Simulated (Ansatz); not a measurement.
A relaxed cell of NaCl is given with its symmetry left out. The cell was found from a structure generator's guess, not taken from experiment.

Method: Ansatz, DFT PBE, scalar-relativistic, plane waves, PAW. Cutoff 420 eV, Γ-centred mesh, Gaussian smearing, no spin polarisation.

Only a and b repeat, and vacuum parts the sheet from its images along c.

```yaml
crystal:
  periodic: [true, true, false]
  lattice:
    - [4.54201, 0.00000, 0.00000]
    - [-2.27100, 3.93350, 0.00000]
    - [0.00000, 0.00000, 25.45122]
  atoms:
    - { symbol: Na, position: [0.00000, 0.00000, 0.29469] }
    - { symbol: Cl, position: [0.66667, 0.33333, 0.29467] }
```

The zero of energy is the elements' standard structures at the same level (Cl₂ as a molecule); no fitted shifts are applied.

(1) What layer group does it have?

(2) What is its formation energy per atom?

(3) Is it a metal?

## Answers

(1) p-6m2 (No. 78). In-plane cell: a = 4.542 Å, b = 4.542 Å, γ = 120.0°, thickness 0.00 Å between the outermost nuclei. Na at height 0.00 Å has 3 Cl at 2.62 Å; Cl at height 0.00 Å has 3 Na at 2.62 Å.

(2) −1.661 eV/atom. It lies below the elements, which doesn't yet make it stable against other compounds or structures.

(3) No, the gap on the 6×6×1 mesh is 5.04 eV.

The last run used a 6×6×1 mesh for its 2-atom cell and Gaussian smearing of 0.02 eV. Kohn–Sham gaps at this level usually fall short of measured ones. Symmetry constrained the relaxation, so the result can be a saddle point.
